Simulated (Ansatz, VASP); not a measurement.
**LiF (Griceite): VASP beside Ansatz**

Contents of INCAR:

```
SYSTEM = LiF
PREC = Accurate ; ENCUT = 600
EDIFF = 1E-6 ; ISMEAR = 0
SIGMA = 0.02 ; LREAL = .False.
LASPH = .True. ; NELM = 80
ALGO = Normal ; ISIF = 3
LWAVE = .False. ; LCHARG = .False.
GGA = PS ; IBRION = 2
NSW = 100 ; EDIFFG = -0.005
```

Contents of KPOINTS:

```
Automatic mesh
0
Gamma
  10 10 10
  0 0 0
```

Contents of POSCAR:

```
LiF
1.0
    0.0000000000      2.0140000000      2.0140000000
    2.0140000000      0.0000000000      2.0140000000
    2.0140000000      2.0140000000      0.0000000000
Li F
1 1
Direct
    0.0000000000      0.0000000000      0.0000000000
    0.5000000000      0.5000000000      0.5000000000
```

Input for Ansatz:

```yaml
crystal:
  lattice:
    - [0.0, 2.014, 2.014]
    - [2.014, 0.0, 2.014]
    - [2.014, 2.014, 0.0]
  atoms:
    - { symbol: Li, position: [0.0, 0.0, 0.0] }
    - { symbol: F, position: [0.5, 0.5, 0.5] }
basis:
  ecutwfc: 420
kpoints:
  mp_grid: { grid: [10, 10, 10] }
hamiltonian:
  xc: pbesol
scf:
  occupations: { method: gaussian, width: 0.02 }
output:
  forces: true
  stress: true
  eigenvalues: true
  write_density: true
  write_potential: true
  elf: true
  volumetric_format: npy
relax:
  adjacent_minimum: "off"
  f_tol: 0.005
  max_steps: 80
  cell: { stress_tol: 0.05 }
```

Alike in both runs: task relaxation of cell and atoms; functional PBEsol; k mesh 10 × 10 × 10; occupations gaussian, width 0.02 eV; no spin polarisation.

|  | VASP | Ansatz |
| --- | --- | --- |
| version | VASP 6.6.1 | Ansatz 0.2.0 |
| potentials or method | VASP PAW PBE potentials, release 64 (Li_sv, F) | scalar-relativistic, plane waves, PAW |
| plane-wave cutoff (eV) | 600 | 420 |
| valence electrons in the cell | 10 | 10 |

Ansatz gave:

```
gap on the k mesh at the Fermi level, each at its own relaxed structure (eV) : 9.05
relaxed volume (Å³/atom)                                                     : 8.05
relaxed cell length with the largest relative difference (Å)                 : 2.834
```

**Question.** Which values does VASP return?

**Answer.** gap on the k mesh at the Fermi level, each at its own relaxed structure (eV): 9.12; relaxed volume (Å³/atom): 7.98; relaxed cell length with the largest relative difference (Å): 2.826.

Caveats: the cutoff is under 1.25 times the usual one of these potentials, so pressure, stress and relaxed cells hold a basis-set (Pulay) error (VASP); the PAW data sets were made with another functional, which shifts forces and pressure a little (VASP). Expect the measured gap to be larger: semilocal functionals such as PBEsol lack the derivative discontinuity. A k mesh can miss the band edges.
